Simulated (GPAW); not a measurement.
# BP (honeycomb monolayer): G0W0 on several meshes in GPAW

Wanted: mesh dependence and cost of G0W0 for BP (honeycomb monolayer).

Main program and level: GPAW 26.7.0; PBE and many-body steps on it, plane waves.

This is a report of a sequence of runs, with most program output left out.

### 1. The starting structure

The cell holds 2 atoms: 1 B and 1 P. Its edges and angles: a = 3.216 Å, b = 3.216 Å, c = 11.400 Å, α = 90.0°, β = 90.0°, γ = 120.0°. Vacuum lies along c.

As a file:

```
B P
1.0
     3.21618    0.00000    0.00000
    -1.60809    2.78529    0.00000
     0.00000    0.00000   11.40000
B P
1 1
Cartesian
  0.0000 1.8569 5.7000
  1.6081 0.9284 5.7000
```

The structure was relaxed with PBE. The runs that relaxed it are not among those shown.

### 2. Empty states on the mesh, 12×12×1 mesh, 241 bands

This step: GPAW 26.7.0; DFT, PBE, plane waves, PAW.

The sums over transitions need many empty states on a uniform mesh; this step solves for them.

The input, run.py:

```python
import json
import numpy as np
from gpaw.mpi import world
from gpaw import GPAW

calc = GPAW('gs.gpw').fixed_density(kpts={'size': (12, 12, 1), 'gamma': True},
    nbands=281,
    convergence={'bands': 241},
    txt='nscf.txt')
calc.write('full.gpw', mode='all')
res = {}
kpts = calc.get_ibz_k_points()
res['kpts'] = kpts
res['eigenvalues'] = [calc.get_eigenvalues(kpt=k) for k in range(len(kpts))]
res['n_electrons'] = calc.get_number_of_electrons()

if world.rank == 0:
    with open('result.json', 'w') as f:
        json.dump(res, f, default=lambda x: x.tolist())
```

Started as:

```console
> mpirun -n 8 gpaw python run.py
```

The job ended after 82 s (8 MPI ranks of AMD EPYC 7R43, shared host; peak memory 1.8 GiB).

This step gave:

```yaml
gap: 0.8981 eV
k_of_the_valence_top: 0.3333, 0.3333, 0
k_of_the_conduction_bottom: 0.3333, 0.3333, 0
least_direct_gap: 0.8981 eV
k_points_computed: 19
lowest_point_of_the_top_converged_band_above_the_valence_top: 97.4385 eV
```

On this mesh the gap is 0.898 eV.

### 3. 12×12×1

G0W0 replaces the xc potential by the self-energy, built once from these orbitals. Only a window of levels is corrected, while the sums run over the empty bands that the input names.

This step: G0W0 on PBE, plane waves, PAW.

The input, run.py:

```python
import json
import numpy as np
from gpaw.mpi import world
from gpaw.response.g0w0 import G0W0

gw = G0W0('full.gpw',
    filename='gw',
    kpts=[0, 9],
    bands=(2, 6),
    ecut=60,
    nbands=107,
    truncation='2D',
    integrate_gamma='sphere',
    q0_correction=True,
    frequencies={'type': 'nonlinear', 'domega0': 0.15, 'omega2': 15.0},
    eta=0.1,
    nblocksmax=True)
gw.calculate()
res = {mode: {k: v for k, v in r.items() if k != 'sigma_eskwn'}
       for mode, r in gw.all_results.items()}

if world.rank == 0:
    with open('result.json', 'w') as f:
        json.dump(res, f, default=lambda x: x.tolist())
```

Started as:

```console
> mpirun -n 8 gpaw python run.py
```

The job ended after 2.4 min (8 MPI ranks; peak memory 3.1 GiB; 19 min of CPU time).

Numbers from this step:

| Quantity | Value |
| --- | --- |
| G0W0 gap on the points computed | 1.731 eV |
| least direct G0W0 gap on the computed points | 1.731 eV |
| Z at the valence top | 0.6892 |
| Z at the conduction bottom | 0.6823 |
| starting gap on the mesh | 0.8981 eV |
| k of the valence top | 0.3333, 0.3333, 0 |
| k of the conduction bottom | 0.3333, 0.3333, 0 |

The gap on the mesh goes from 0.90 eV to 1.73 eV, a correction of +0.83 eV.

### 4. Empty states on the mesh, 9×9×1 mesh, 117 bands

This step: DFT, PBE, plane waves, PAW.

The input, run.py:

```python
import json
import numpy as np
from gpaw.mpi import world
from gpaw import GPAW

calc = GPAW('gs.gpw').fixed_density(kpts={'size': (9, 9, 1), 'gamma': True},
    nbands=136,
    convergence={'bands': 117},
    txt='nscf.txt')
calc.write('full.gpw', mode='all')
res = {}
kpts = calc.get_ibz_k_points()
res['kpts'] = kpts
res['eigenvalues'] = [calc.get_eigenvalues(kpt=k) for k in range(len(kpts))]
res['n_electrons'] = calc.get_number_of_electrons()

if world.rank == 0:
    with open('result.json', 'w') as f:
        json.dump(res, f, default=lambda x: x.tolist())
```

Started as:

```console
> mpirun -n 8 gpaw python run.py
```

It took 20 s on 8 MPI ranks; peak memory 1.5 GiB; 2.6 min of CPU time.

Numbers from this step:

```yaml
gap: 0.8981 eV
k_of_the_valence_top: 0.3333, 0.3333, 0
k_of_the_conduction_bottom: 0.3333, 0.3333, 0
least_direct_gap: 0.8981 eV
k_points_computed: 12
lowest_point_of_the_top_converged_band_above_the_valence_top: 60.0318 eV
```

On this mesh the gap is 0.898 eV.

### 5. 9×9×1

This step: G0W0 on PBE, plane waves, PAW.

The input, run.py:

```python
import json
import numpy as np
from gpaw.mpi import world
from gpaw.response.g0w0 import G0W0

gw = G0W0('full.gpw',
    filename='gw',
    kpts=[0, 6],
    bands=(2, 6),
    ecut=60,
    nbands=107,
    truncation='2D',
    integrate_gamma='sphere',
    q0_correction=True,
    frequencies={'type': 'nonlinear', 'domega0': 0.15, 'omega2': 15.0},
    eta=0.1,
    nblocksmax=True)
gw.calculate()
res = {mode: {k: v for k, v in r.items() if k != 'sigma_eskwn'}
       for mode, r in gw.all_results.items()}

if world.rank == 0:
    with open('result.json', 'w') as f:
        json.dump(res, f, default=lambda x: x.tolist())
```

Started as:

```console
> mpirun -n 8 gpaw python run.py
```

Run time: 50 s. Hardware: 8 MPI ranks; peak memory 2.8 GiB.

Numbers from this step:

```
G0W0 gap on the points computed              : 1.733 eV
least direct G0W0 gap on the computed points : 1.733 eV
Z at the valence top                         : 0.6805
Z at the conduction bottom                   : 0.6762
starting gap on the mesh                     : 0.8981 eV
k of the valence top                         : 0.3333, 0.3333, 0
k of the conduction bottom                   : 0.3333, 0.3333, 0
```

Against G0W0 in GPAW (12×12×1 mesh, 107 bands, screening to 60 eV, full frequency, Hilbert transform), the gap moves by +0.002 eV.

### 6. The runs together

Times are wall times on 8 MPI ranks of AMD EPYC 7R43, shared host, good to a factor of about two.

```
    run     mesh  bands  screening cutoff (eV)  DFT gap (eV)  gap on the mesh (eV)  direct (eV)     time
12×12×1  12×12×1    107                     60         0.898                 1.731        1.731  2.4 min
  9×9×1    9×9×1    107                     60         0.898                 1.733        1.733     50 s
```

### 7. Summary of results

```
12×12×1      : 1.731 eV
9×9×1        : 1.733 eV
known limits : not at the basis limit
```

What this shows: 9×9×1: +0.002 eV against 12×12×1. Bands and cutoff are finite, so the gap is not at the basis limit. The miss can reach some tenths of an eV and take either sign; the mesh is an error of its own. These stock PAW sets were not made for GW. In the G0W0 runs levels were corrected at 2 k points alone, so a gap called «on the mesh» is the least over those, and an edge elsewhere would be missed.

[Paths, hosts, dates, memory and timing lines, banners, echoed tables and standing remarks are left out of the program output.]

[Logs are printed without paths, hosts, clocks, repeated set-up lines and the standing remarks that a program may print on its own settings, such as how far it seeks lower states.]

[Runs of the session that timed out or met a known fault of the program may be left out.]

[Hosts, paths, dates, database ids (printed as entryN), source tags and the programs' standing remarks are cut or masked in the printed files.]
